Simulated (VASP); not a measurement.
Write the native input for VASP 6.6.1 that does the following.

```yaml
Task: single point
Functional: PBE
Potentials_or_basis: VASP PAW PBE potentials, release 64 (Cs_sv, I)
Cutoff: 520 eV
k_mesh: 6 × 6 × 6
Occupations: gaussian, width 0.02 eV
Spin: no spin polarisation
Dipole_correction: no
Further_INCAR_settings: ALGO = Fast; EDIFF = 1e-07; NBANDS = 15
```

The structure of CsI lies in POSCAR:

```
CsI
1.0
    4.5216124482      0.0000000000      0.0000000000
    0.0000000000      4.5216124482      0.0000000000
    0.0000000000      0.0000000000      4.5216124482
Cs I
1 1
Direct
    0.0000000000      0.0000000000      0.0000000000
    0.5000000000      0.5000000000      0.5000000000
```

The input as run:

INCAR

```
PREC = Accurate
ENCUT = 520
EDIFF = 1E-7
ISMEAR = 0
SIGMA = 0.02
LREAL = F
LASPH = T
NELM = 100
ALGO = Fast
ISIF = 2
LWAVE = F
LCHARG = T
GGA = PE
LELF = T
LVHAR = T
NBANDS = 15
```

KPOINTS

```
regular mesh
0
Gamma
  6 6 6
```

Potentials or basis: VASP PAW PBE potentials, release 64 (Cs_sv, I).

Run with:

```bash
$ cat potpaw_PBE.64/Cs_sv/POTCAR potpaw_PBE.64/I/POTCAR > POTCAR
$ mpirun -np 1 vasp_std > vasp.out
```

Results of the run:

```
Pressure               : 1.2 GPa
Band gap on the k mesh : 3.98 eV, indirect (least direct gap 4.06 eV)
```

Caveat: spin-orbit coupling is left out, which moves the levels of the heavy elements.

Wall time 24 s on 1 thread of Intel(R) Xeon(R) Platinum 8375C CPU @ 2.90GHz (Ice Lake), with other jobs on the host, peak memory 0.21 GiB.
